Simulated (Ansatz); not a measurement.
**P (Pm-3m): electronic heat capacity and spin susceptibility from the density of states**

The calculation used DFT PBEsol, scalar-relativistic, plane waves, PAW (Ansatz).

Cutoff 420 eV; k points 18×18×18 on the computed 1-atom cell (Γ-centred); Gaussian smearing, width 0.10 eV; no spin polarisation.

Relaxed cell: Pm-3m, a = 2.422 Å, b = 2.422 Å, c = 2.422 Å, α = 90.00°, β = 90.00°, γ = 90.00°, 1 atom in the primitive cell. This simple cubic form isn't the element's structure at ambient conditions.

The density of states at the Fermi level is 0.301 states/eV in the cell of 1 atom (1 formula unit; both spins, tetrahedra on a 27×27×27 mesh).

Question: What Sommerfeld coefficient and Pauli susceptibility does this give?

Answer: Per formula unit N(E_F) = 0.301 states/eV. γ = (π²/3) k_B² N(E_F) N_A = 2.357 mJ/(mol K²) per state/eV, so γ = 0.7 mJ/(mol K²), a mole of formula units. χ_P = μ_B² N(E_F) N_A = 3.23×10⁻⁵ emu/mol per state/eV gives 1.0×10⁻⁵ emu/mol. This is the bare band result: a measured γ of the same phase is as a rule larger by a factor 1 + λ from phonons and spin fluctuations, the spin part of χ is larger by the Stoner factor, and a measured χ also holds orbital and core terms. N(E_F) at one energy is sensitive to the mesh where the density of states has sharp peaks.

Cost: 1 run of about 0.16 core-minutes, on Intel Xeon 6975P-C (Granite Rapids) (shared hosts).